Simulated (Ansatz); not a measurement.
GeO$_{2}$:
```yaml
crystal:
  lattice:
    - [4.88953, 0.00000, 0.00000]
    - [-2.44477, 4.23446, 0.00000]
    - [0.00000, 0.00000, 5.61458]
  atoms:
    - { symbol: Ge, position: [0.44588, 0.00000, 0.66667] }
    - { symbol: Ge, position: [0.00000, 0.44588, 0.33333] }
    - { symbol: Ge, position: [0.55412, 0.55412, 0.00000] }
    - { symbol: O, position: [0.39137, 0.31126, 0.75139] }
    - { symbol: O, position: [0.31126, 0.39137, 0.24861] }
    - { symbol: O, position: [0.68874, 0.08011, 0.41806] }
    - { symbol: O, position: [0.60863, 0.91989, 0.91527] }
    - { symbol: O, position: [0.91989, 0.60863, 0.08473] }
    - { symbol: O, position: [0.08011, 0.68874, 0.58194] }
```

Relaxed with LDA.

### Question
Give the optical modes at the zone centre with their infrared and Raman activity from DFPT, DFT-LDA in the program Ansatz with PAW potentials.

### Answer
Transverse frequencies, without the LO–TO term; a row sums one degenerate level.

```
ω (cm⁻¹)  degeneracy  IR ((D/Å)²/amu)  Raman (Å⁴/amu)  activity  symmetry
--------  ----------  ---------------  --------------  --------  --------
121                2             0.11             3.0  IR+Raman         E
159                1             0.00             7.1     Raman        A1
204                2             1.53            0.88  IR+Raman         E
226                1             4.49               0        IR        A2
233                2             4.73             1.9  IR+Raman         E
250                1             0.00             4.1     Raman        A1
308                2             9.80             1.4  IR+Raman         E
322                1             0.45               0        IR        A2
448                1             0.00             300     Raman        A1
521                2             5.83              25  IR+Raman         E
533                1            13.19               0        IR        A2
582                2             5.05             4.4  IR+Raman         E
822                2            54.32             6.6  IR+Raman         E
844                1            27.68               0        IR        A2
848                1             0.00              13     Raman        A1
919                2             0.91             2.5  IR+Raman         E
```

### Question
How high does the top mode go among those that the LO–TO term moves?

### Answer
934 cm⁻¹ for q along x, 934 cm⁻¹ for q along y, 945 cm⁻¹ for q along z.

Space group P3_221. Symmetry was held in the LDA relaxation; phonons on a q-mesh show no instability.

Potentials: the later of the program's two PAW sets.
